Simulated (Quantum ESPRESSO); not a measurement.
Write the native input for Quantum ESPRESSO 7.5 that does the following.

| Quantity | Value |
| --- | --- |
| Task | relaxation of cell and atoms |
| Functional | PBEsol |
| Potentials or basis | GBRV 1.5 PBEsol |
| Cutoff | 707 eV |
| Density cutoff | 5633 eV |
| k mesh | 9 × 9 × 4 |
| Occupations | fermi-dirac, width 0.05 eV |
| Spin | no spin polarisation |
| Target pressure | 20 GPa |
| Mixing beta | 0.5 |
| Most SCF iterations | 120 |
| SCF threshold | 6e-10 Ry |
| Most ionic steps | 40 |
| Forc conv thr | 0.0004 Ry/bohr |
| Etot conv thr | 1e-05 Ry |
| Ion dynamics | bfgs |
| Cell dynamics | bfgs |
| Press conv thr | 0.3 kbar |

The system is MoS2.

```
Mo S
1.0
     3.22746    0.00000    0.00000
    -1.61373    2.79507    0.00000
     0.00000    0.00000    6.31247
Mo S
1 2
Direct
  0.00000 0.00000 0.50000
  0.66667 0.33333 0.74468
  0.33333 0.66667 0.25532
```

Measurements of this composition are mostly on another form, of space group No. 194.

The input as run:

pw.in

```
&CONTROL
  calculation = 'vc-relax'
  prefix = 'pwscf'
  outdir = './tmp'
  pseudo_dir = './pseudo'
  tprnfor = .true.
  tstress = .true.
  disk_io = 'low'
  nstep = 40
  forc_conv_thr = 0.0004
  etot_conv_thr = 1d-05
/
&SYSTEM
  ibrav = 0
  celldm(1) = 8
  nat = 3
  ntyp = 2
  ecutwfc = 52
  ecutrho = 414
  nbnd = 20
  occupations = 'smearing'
  smearing = 'fd'
  degauss = 0.00367493
/
&ELECTRONS
  conv_thr = 6d-10
  electron_maxstep = 120
  mixing_beta = 0.5
/
&IONS
  ion_dynamics = 'bfgs'
/
&CELL
  cell_dynamics = 'bfgs'
  press = 200
  press_conv_thr = 0.3
/
ATOMIC_SPECIES
Mo    95.9500 mo_pbesol_v1.uspp.F.UPF
S     32.0600 s_pbesol_v1.4.uspp.F.UPF
CELL_PARAMETERS alat
  0.7623780122949   0.0000000000000   0.0000000000000
 -0.3811890061475   0.6602387259200   0.0000000000000
  0.0000000000000   0.0000000000000   1.4911057415975
ATOMIC_POSITIONS crystal
Mo     0.0000000000    0.0000000000    0.5000000000
S      0.6666666667    0.3333333333    0.7446806800
S      0.3333333333    0.6666666667    0.2553193200
K_POINTS automatic
9 9 4 0 0 0
```

Potentials or basis: GBRV 1.5 PBEsol.

The run is started by

```console
$ OMP_NUM_THREADS=1 mpirun -n 2 pw.x -nk 2 -in pw.in > pw.out
```

Results of the run:

- Relaxed volume: 13.85 Å³/atom
- Relaxed cell: a = 3.055 Å, b = 3.055 Å, c = 5.141 Å, α = 90.00°, β = 90.00°, γ = 120.00°
- Space group after relaxing (to 0.05 Å): P-3m1 (No. 164)
- Energy change on relaxing (the enthalpy is what falls): +133.6 meV/atom
- Ionic steps: 14
- Pressure after relaxing: 19.9 GPa
- Band gap on the k mesh: none (metal or under the smearing width)

Caveat: the volume moved by over 15 % at a fixed basis, so the end points are rough; this functional lacks dispersion, which binds the layers, so the pressure and a relaxed spacing across them are unreliable.

Run time: 3.6 min on 2 MPI ranks on Intel(R) Xeon(R) 6975P-C (Granite Rapids), with other jobs on the host, peak memory 0.36 GiB a rank.
